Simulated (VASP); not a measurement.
Set up this calculation in VASP 6.6.1, as the native input.

```
Task                    : density of states
Functional              : PBE
Potentials or basis     : VASP PAW PBE potentials, release 64 (Cu, O)
Cutoff                  : 520 eV
k mesh                  : 10 × 10 × 5
Occupations             : gaussian, width 0.02 eV
Spin                    : no spin polarisation
k mesh for the DOS      : 15 × 15 × 8
Occupations for the DOS : tetrahedron
Further INCAR settings  : ALGO = Normal; EDIFF = 1e-07; NBANDS = 25
```

Crystal: CuO (Tenorite).

```
Cu O
1.0
     2.34465   -1.71340    0.00000
     2.34465    1.71340    0.00000
    -0.86055    0.00000    5.05944
Cu O
2 2
Direct
  0.49680 0.00320 0.50000
  0.00320 0.49680 0.00000
  0.40560 0.57140 0.75370
  0.57140 0.40560 0.25370
```

The input as run:

POSCAR

```
CuO
1.0
    2.3446500000     -1.7134000000      0.0000000000
    2.3446500000      1.7134000000      0.0000000000
   -0.8605543552      0.0000000000      5.0594363927
Cu O
2 2
Direct
    0.4968000000      0.0032000000      0.5000000000
    0.0032000000      0.4968000000      0.0000000000
    0.4056000000      0.5714000000      0.7537000000
    0.5714000000      0.4056000000      0.2537000000
```

INCAR.step1

```
SYSTEM = CuO
ALGO     = Normal         ! electronic algorithm
EDIFF    = 1E-7           ! SCF threshold, eV
ENCUT    = 520            ! plane-wave cutoff, eV
GGA      = PE             ! functional
ISIF     = 2              ! what is computed and relaxed
ISMEAR   = 0              ! smearing method
LASPH    = .True.         ! aspherical terms in the spheres
LCHARG   = .True.         ! write CHGCAR
LMAXMIX  = 4              ! l up to which the mixer works
LREAL    = .False.        ! projectors in reciprocal space
LWAVE    = .False.        ! write WAVECAR
NBANDS   = 25             ! bands
NELM     = 80             ! most SCF steps
PREC     = Accurate       ! precision mode
SIGMA    = 0.02           ! smearing width, eV
```

KPOINTS.step1

```
k-points
0
Gamma
  10 10 5
  0 0 0
```

INCAR.step2

```
SYSTEM = CuO
ALGO     = Normal         ! electronic algorithm
EDIFF    = 1E-7           ! SCF threshold, eV
ENCUT    = 520            ! plane-wave cutoff, eV
GGA      = PE             ! functional
ICHARG   = 11             ! starting density
ISIF     = 2              ! what is computed and relaxed
ISMEAR   = -5             ! smearing method
LASPH    = .True.         ! aspherical terms in the spheres
LCHARG   = .False.        ! write CHGCAR
LMAXMIX  = 4              ! l up to which the mixer works
LORBIT   = 10             ! projections on sites
LREAL    = .False.        ! projectors in reciprocal space
LWAVE    = .False.        ! write WAVECAR
NBANDS   = 25             ! bands
NEDOS    = 2001           ! points of the DOS
NELM     = 80             ! most SCF steps
PREC     = Accurate       ! precision mode
SIGMA    = 0.02           ! smearing width, eV
```

KPOINTS.step2

```
k-points
0
Gamma
  15 15 8
  0 0 0
```

Potentials or basis: VASP PAW PBE potentials, release 64 (Cu, O).

Command:

```bash
$ cat potpaw_PBE.64/Cu/POTCAR potpaw_PBE.64/O/POTCAR > POTCAR
$ cp INCAR.step1 INCAR
$ cp KPOINTS.step1 KPOINTS
$ mpirun -np 1 vasp_std > vasp.out
$ cp INCAR.step2 INCAR
$ cp KPOINTS.step2 KPOINTS
$ mpirun -np 1 vasp_std > vasp.out
```

It gave:

* Valence electrons inside the program's atomic spheres: Cu 9.91; O 4.96

Caveat: the run has no spin polarisation, though such a crystal can be magnetic; semilocal functionals often make such compounds metallic where correlation or magnetic order opens a gap, which also shifts bond lengths.

Wall time 2.4 min on 1 thread of Intel(R) Xeon(R) 6975P-C (Granite Rapids), with other jobs on the host, peak memory 0.48 GiB.
